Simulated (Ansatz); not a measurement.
Wanted: the native input for an Ansatz 0.2.0 run.

```
Task                : single point
Functional          : PBE
Potentials or basis : Ansatz PAW
Cutoff              : 420 eV (not typed: the program's choice for these potentials)
k mesh              : 12 × 12 × 12
Occupations         : gaussian, width 0.028 eV
Spin                : no spin polarisation
```

Crystal: Rh.

```
Rh
1.0
     0.00000    1.89785    1.89785
     1.89785    0.00000    1.89785
     1.89785    1.89785    0.00000
Rh
1
Direct
  0.00000 0.00000 0.00000
```

One way to write it, as run:

input.yaml

```yaml
crystal:
  lattice:
    - [0.0, 1.89785, 1.89785]
    - [1.89785, 0.0, 1.89785]
    - [1.89785, 1.89785, 0.0]
  atoms:
    - { symbol: Rh, position: [0.0, 0.0, 0.0] }
hamiltonian:
  xc: pbe
  pseudopotentials: { kind: paw }
kpoints:
  mp_grid: { grid: [12, 12, 12] }
scf:
  occupations: { method: gaussian, width: 0.028 }
output:
  forces: true
  stress: true
  eigenvalues: true
```

Potentials or basis: Ansatz PAW.

Command:

```sh
$ ansatz run input.yaml --threads 2 --pin off --max-ram 5632MiB --backend cpu --events-out ev --progress --plain --runs-dir out
```

Results of the run:

```
Pressure               : 7.2 GPa
Band gap on the k mesh : none (metal or under the smearing width)
```

It took 0.58 s on 2 threads of Arm Neoverse V1 (shared host), peak memory 0.25 GiB.
